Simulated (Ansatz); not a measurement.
Runs of Ansatz 0.2.0 on Ga2O3. It takes space group C2/m (No. 12, monoclinic). The conventional cell has a = 12.214 Å, b = 3.037 Å, c = 5.798 Å, α = 90.00°, β = 103.83°, γ = 90.00°. Ga (site symmetry m) is surrounded by 6 O at 1.94 to 2.07 Å. Around Ga (site symmetry m) lie 4 O at 1.83 to 1.86 Å. O (site symmetry m) has 3 Ga at 1.83 to 1.94 Å as nearest neighbours. O (site symmetry m) has 4 Ga at 1.86 to 2.07 Å as nearest neighbours. O (site symmetry m) is surrounded by 3 Ga at 1.83 to 1.94 Å. 

```tsv
task	level	potentials or basis	spin	cell	k mesh	cutoff (eV)	points for each segment of the path	gap on the mesh (eV)	pressure (GPa)	largest force (eV/Å)
single point	PBE	Ansatz PAW	off	as given	16 × 16 × 8	420	-	2.43	9.6	0.22
band structure	PBE	PseudoDojo standard (PBE files)	off	as given	9 × 9 × 5	1143	10	2.47	(b)	0.20
band structure	PBEsol	Ansatz PAW	SOC, no magnetisation	as given	9 × 9 × 5	420	10	2.34	2.5	(a)
relaxation of cell and atoms	SVWN5	Ansatz PAW	off	relaxed	9 × 9 × 5	420	-	2.51	0.0	-
band structure	r2SCAN	Ansatz PAW	off	as given	9 × 9 × 5	500	10	3.09	1.3	0.11
```

Alike in all rows: smearing fermi-dirac 0.05 eV.

Question: Estimate the missing entries.

Answer: (a) 0.12; (b) 9.3.

Caveats: the PAW data sets come from PBE, with cores solved anew for the run's functional, which leaves a small shift of forces and pressure (some runs); odd divisions of the mesh miss points on the zone boundary, where band edges often lie, so the gap on the mesh can be too wide (some runs); the plane-wave basis is chosen anew once the cell has moved, so the energies of steps on either side of that aren't comparable (some runs).

A k mesh can miss the band edges, and rows without SOC leave out spin-orbit coupling on Ga.
